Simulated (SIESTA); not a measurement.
# Cs2AgBiBr6 under changes of volume

One of the cells (35.427 Å³/atom); the others are scaled copies at fixed shape and fractional positions:

```
Bi Cs Ag Br
1.0
     0.00000    5.61610    5.61610
     5.61610    0.00000    5.61610
     5.61610    5.61610    0.00000
Bi Cs Ag Br
1 2 1 6
Direct
  0.00000 0.00000 0.00000
  0.75000 0.75000 0.75000
  0.25000 0.25000 0.25000
  0.50000 0.50000 0.50000
  0.74945 0.74945 0.25055
  0.25055 0.25055 0.74945
  0.74945 0.25055 0.25055
  0.74945 0.25055 0.74945
  0.25055 0.74945 0.74945
  0.25055 0.74945 0.25055
```

* Program: SIESTA 5.4.2
* Functional: PBEsol
* Potentials or basis: PseudoDojo 0.4 standard (PBEsol files)
* Basis: DZP (energy shift 0.003 Ry; two zetas on semicore shells; d shell added on Cs)
* Grid cutoff: 800 Ry
* Energy shift: 0.003 Ry
* k mesh: 3 × 3 × 3
* Occupations: fermi-dirac, width 0.05 eV
* Spin: no spin polarisation

```tsv
volume (Å³/atom)	energy over the lowest point (meV/atom)	pressure (GPa)	gap on the mesh (eV)	largest force (eV/Å)
33.301	?	?	?	?
34.010	8.26	1.6	1.86	0.610
34.718	2.65	0.9	1.87	0.523
35.427	0.01	0.3	1.87	0.442
36.136	0.00	-0.3	1.88	0.365
36.844	2.35	-0.8	1.88	0.295
37.553	6.80	-1.2	1.88	0.225
```

What does the run at 33.301 Å³/atom give?

Energy over the lowest point 17.19 meV/atom; pressure 2.4 GPa; gap on the mesh 1.85 eV; largest force 0.702 eV/Å.

Worked out: A Birch-Murnaghan fit of order 3 (a polynomial in V^(-2/3)) to the other rows has its minimum at 35.78 Å³/atom with B0 = V·E''(V) = 28 GPa and B' = 4.8 at fixed shape and positions, which overstates the stiffness. It gives 17.20 meV/atom at 33.301 Å³/atom, against the run's 17.19, and -dE/dV = 2.4 GPa, against 2.4. A straight line through the other rows of the gap, of slope 0.203 eV per unit of ln V, extrapolates to 1.86 eV, against the run's 1.85.

Energies are extrapolated to zero smearing.

Caveats: short orbitals over semicore shells can move pressures by several GPa; spin-orbit coupling is left out, which as a rule narrows the gap of such compounds by several tenths of an eV; an odd mesh through Γ misses points on the zone boundary, where band edges often lie; the basis of atomic orbitals isn't converged, which shifts pressures, moduli and gaps.
